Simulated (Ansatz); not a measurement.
A run of Ansatz 0.2.0 is set up as follows.

File input.yaml:

```yaml
crystal:
  lattice:
    - [4.0919516368, 0.0, 0.0]
    - [-2.0459758184, 3.5437340685, 0.0]
    - [0.0, 0.0, 4.9927787]
  atoms:
    - { symbol: Cu, position: [0.6666666667, 0.3333333333, 0.16048787] }
    - { symbol: Cu, position: [0.3333333333, 0.6666666667, 0.83951213] }
    - { symbol: Al, position: [0.6666666667, 0.3333333333, 0.65007465] }
    - { symbol: Al, position: [0.3333333333, 0.6666666667, 0.34992535] }
    - { symbol: Al, position: [0.0, 0.0, 0.0] }
hamiltonian:
  xc: lda
  pseudopotentials: { kind: paw }
kpoints:
  mp_grid: { grid: [8, 8, 6] }
scf:
  occupations: { method: fermi_dirac, width: 0.05 }
output:
  forces: true
  stress: true
  eigenvalues: true
relax:
  f_tol: 0.01
  max_steps: 40
  cell: { stress_tol: 0.05 }
```

Potentials or basis: Ansatz PAW.

Command:

```sh
$ ansatz run input.yaml --threads 2 --pin off --max-ram 5632MiB --backend cpu --events-out ev --progress --plain --runs-dir out
```

(1) Estimate the space group after relaxing (to 0.05 Å).

(2) What does it give for the relaxed cell?

(3) What does it give for the relaxed volume?

(4) What does it give for the band gap on the k mesh?

Results:

(1) P-3m1 (No. 164).

(2) a = 4.055 Å, b = 4.055 Å, c = 4.935 Å, α = 90.00°, β = 90.00°, γ = 120.00°.

(3) 14.05 Å³/atom.

(4) none (metal or under the smearing width).

Caveat: the PAW data sets come from PBE, with cores solved anew for the run's functional, which leaves a small shift of forces and pressure.
